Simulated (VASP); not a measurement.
The system is Sn.

```
CELL_PARAMETERS angstrom
-1.89465 1.89465 1.89465
1.89465 -1.89465 1.89465
1.89465 1.89465 -1.89465
ATOMIC_POSITIONS crystal
Sn 0.00000 0.00000 0.00000
```

This isn't the form of Sn at room conditions, which is tetragonal (white tin).

- Program: VASP 6.6.1
- Task: relaxation of cell and atoms
- Functional: AM05
- Potentials or basis: VASP PAW PBE potentials, release 64 (Sn_d)
- Cutoff: 600 eV
- k mesh: 10 × 10 × 10
- Occupations: fermi-dirac, width 0.05 eV
- Spin: no spin polarisation

At the start: pressure -2.3 GPa; volume 27.20 Å³/atom.

Question: How do energy, volume and symmetry change on relaxing?

Answer: Over 3 steps the energy falls by 10.1 meV/atom and the volume is 25.89 Å³/atom (-4.9 %); space group Im-3m (No. 229, to 0.05 Å).

The path:
```
step  energy change (eV)  largest force (eV/Å)  pressure (GPa)  volume (Å³)
   1              0.0000                0.0000           -2.32        27.20
   2             -0.0098                0.0000            0.43        25.69
   3             -0.0101                0.0000            0.00        25.89
```

Final structure:
```xyz
1
Lattice="-1.8635 1.8635 1.8635 1.8635 -1.8635 1.8635 1.8635 1.8635 -1.8635" Properties=species:S:1:pos:R:3 pbc="T T T"
Sn    0.0000    0.0000    0.0000
```

Caveat: the PAW data sets were made with another functional, which shifts forces and pressure a little.
